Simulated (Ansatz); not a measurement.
The system is HfSiO4 (Hafnon).

```
CELL_PARAMETERS angstrom
-3.28625 3.28625 2.98160
3.28625 -3.28625 2.98160
3.28625 3.28625 -2.98160
ATOMIC_POSITIONS crystal
Hf 0.00000 0.00000 0.00000
Hf 0.75000 0.25000 0.50000
Si 0.50000 0.50000 0.00000
Si 0.25000 0.75000 0.50000
O 0.68020 0.49570 0.81550
O 0.24570 0.93020 0.31550
O 0.68020 0.86470 0.18450
O 0.61470 0.93020 0.68450
O 0.06980 0.38530 0.31550
O 0.50430 0.31980 0.18450
O 0.06980 0.75430 0.68450
O 0.13530 0.31980 0.81550
```

| Item | Value |
| --- | --- |
| Program | Ansatz 0.2.0 |
| Task | relaxation of cell and atoms |
| Functional | PBE |
| Potentials or basis | Ansatz PAW |
| Cutoff | 420 eV (not typed: the program's choice for these potentials) |
| k mesh | 5 × 5 × 5 |
| Occupations | fermi-dirac, width 0.05 eV |
| Spin | no spin polarisation |

At the start: volume 10.73 Å³/atom.

Problem. How do energy, volume and symmetry change on relaxing?

Solution. It ends after 9 steps and the volume is 11.07 Å³/atom (+3.1 %); space group I4_1/amd (No. 141, to 0.05 Å).

The path:
```csv
step,energy change (eV),largest force (eV/Å),volume (Å³)
1,0.0000,0.3355,128.80
2,-0.0555,0.4528,132.35
3,-0.0704,0.0475,132.57
4,-0.0711,0.0242,132.59
5,-0.0713,0.0090,132.60
6,-0.0713,0.0030,132.61
7,-0.0926,0.0033,132.61
8,-0.0918,0.0005,132.80
9,-0.0927,0.0006,132.80
```

Final structure:
```yaml
crystal:
  lattice:
    - [-3.32271, 3.32271, 3.00722]
    - [3.32271, -3.32271, 3.00722]
    - [3.32271, 3.32271, -3.00722]
  atoms:
    - { symbol: Hf, position: [0.00000, 0.00000, 0.00000] }
    - { symbol: Hf, position: [0.75000, 0.25000, 0.50000] }
    - { symbol: Si, position: [0.50000, 0.50000, 0.00000] }
    - { symbol: Si, position: [0.25000, 0.75000, 0.50000] }
    - { symbol: O, position: [0.68107, 0.49687, 0.81580] }
    - { symbol: O, position: [0.24687, 0.93107, 0.31580] }
    - { symbol: O, position: [0.68107, 0.86526, 0.18420] }
    - { symbol: O, position: [0.61526, 0.93107, 0.68420] }
    - { symbol: O, position: [0.06893, 0.38474, 0.31580] }
    - { symbol: O, position: [0.50313, 0.31893, 0.18420] }
    - { symbol: O, position: [0.06893, 0.75313, 0.68420] }
    - { symbol: O, position: [0.13474, 0.31893, 0.81580] }
```

Caveat: the plane-wave basis is chosen anew once the cell has moved, so the energies of steps on either side of that aren't comparable; the pressure holds a Pulay correction of +0.7 GPa for the finite cutoff.
